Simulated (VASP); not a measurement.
Write the native input for VASP 6.6.1 that does the following.

| Property | Result |
| --- | --- |
| Task | relaxation of cell and atoms |
| Functional | PBE |
| Potentials or basis | VASP PAW PBE potentials, release 64 (Al) |
| Cutoff | 520 eV |
| k mesh | 4 × 4 × 4 |
| Occupations | gaussian, width 0.1 eV |
| Spin | no spin polarisation |
| Further INCAR settings | ALGO = Fast; EDIFF = 1e-07; IBRION = 2; EDIFFG = -0.002; NSW = 80; ISIF = 3 |

The structure of Al lies in POSCAR:

```
Al                                      
1.0
    0.0000000000      2.0266960946      2.0266960946
    2.0266960946     -0.0000000000      2.0266960946
    2.0266960946      2.0266960946      0.0000000000
  Al            
     1
Direct
     0.0000000000000000    0.0000000000000000    0.0000000000000000
```

These files were run (other wordings do the same):

INCAR

```
SYSTEM = Al
PREC = Accurate
ENCUT = 520
EDIFF = 1E-7
ISMEAR = 0
SIGMA = 0.1
LREAL = .FALSE.
LASPH = .TRUE.
NELM = 80
ALGO = Fast
ISIF = 3
LWAVE = .FALSE.
LCHARG = .FALSE.
GGA = PE
IBRION = 2
NSW = 80
EDIFFG = -0.002
```

KPOINTS

```
regular mesh
0
G
  4 4 4
  0 0 0
```

Potentials or basis: VASP PAW PBE potentials, release 64 (Al).

Command:

```sh
$ cat potpaw_PBE.64/Al/POTCAR > POTCAR
$ mpirun -np 1 vasp_std > vasp.out
```

Results of the run:

```yaml
Pressure_after_relaxing: 0.0 GPa
Band_gap_on_the_k_mesh: none (metal or under the smearing width)
```

Caveat: the k mesh is coarse (spacing up to 0.67 Å⁻¹), so the values aren't converged; the relaxation stopped at its first step, so nothing moved.

Run time: 2.3 s on 1 thread of Intel(R) Xeon(R) Platinum 8375C CPU @ 2.90GHz (Ice Lake) (shared host), peak memory 0.12 GiB.
